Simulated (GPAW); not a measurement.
Crystal: ScAl3.

```
Sc Al
1.0
     4.08781    0.00000    0.00000
     0.00000    4.08781    0.00000
     0.00000    0.00000    4.08781
Sc Al
1 3
Direct
  0.00000 0.00000 0.00000
  0.50000 0.50000 0.00000
  0.00000 0.50000 0.50000
  0.50000 0.00000 0.50000
```

The cell is a database's computed one.

Base run:

- Program: GPAW 26.7.0
- Functional: LDA
- Potentials or basis: PAW data sets generated in the run's folder for this functional
- Cutoff: 600 eV
- Basis: pw
- k mesh: 5 × 5 × 5
- Occupations: fermi-dirac, width 0.05 eV
- Spin: no spin polarisation

Its results: pressure -3.7 GPa.

Q: The run is repeated on the same cell with these changes: functional from LDA to PBE. What comes out?

A: Pressure 1.1 GPa.

PBE binds less tightly than LDA, so the same cell stands under more pressure.
